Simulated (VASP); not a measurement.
Input of a VASP 6.6.1 run:

The input INCAR:

```
SYSTEM = Hf
  ALGO = Normal
  EDIFF = 1E-7
  ENCUT = 520
  GGA = PS
  ISIF = 2
  ISMEAR = 0
  LASPH = .TRUE.
  LCHARG = .TRUE.
  LELF = .TRUE.
  LREAL = .FALSE.
  LVHAR = .TRUE.
  LWAVE = .FALSE.
  NBANDS = 17
  NELM = 100
  PREC = Accurate
  SIGMA = 0.1
```

Contents of KPOINTS:

```
k-points
0
G
  6 6 6
  0 0 0
```

File POSCAR:

```
Hf
1.0
   -2.7566158009      2.7566158009      1.5037848050
    2.7566158009     -2.7566158009      1.5037848050
    2.7566158009      2.7566158009     -1.5037848050
Hf
2
Direct
    0.0000000000      0.0000000000      0.0000000000
    0.7500000000      0.2500000000      0.5000000000
```

Potentials or basis: VASP PAW PBE potentials, release 64 (Hf_pv).

Command:

```console
$ cat potpaw_PBE.64/Hf_pv/POTCAR > POTCAR
$ mpirun -np 1 vasp_std > vasp.out
```

Task: Predict the band gap on the k mesh.

Result: None (metal or under the smearing width).

Task: What does it give for the pressure?

Result: -2.5 GPa.

Stress tensor (GPa, compression positive):
```
-2.16  0.00  0.00
 0.00 -2.16  0.00
 0.00  0.00 -3.32
```

Caveat: the k mesh is coarse (spacing up to 0.40 Å⁻¹), so the values aren't converged; the PAW data sets were made with another functional, which shifts forces and pressure a little. The run has no spin-orbit coupling, so splittings on Hf are missing.
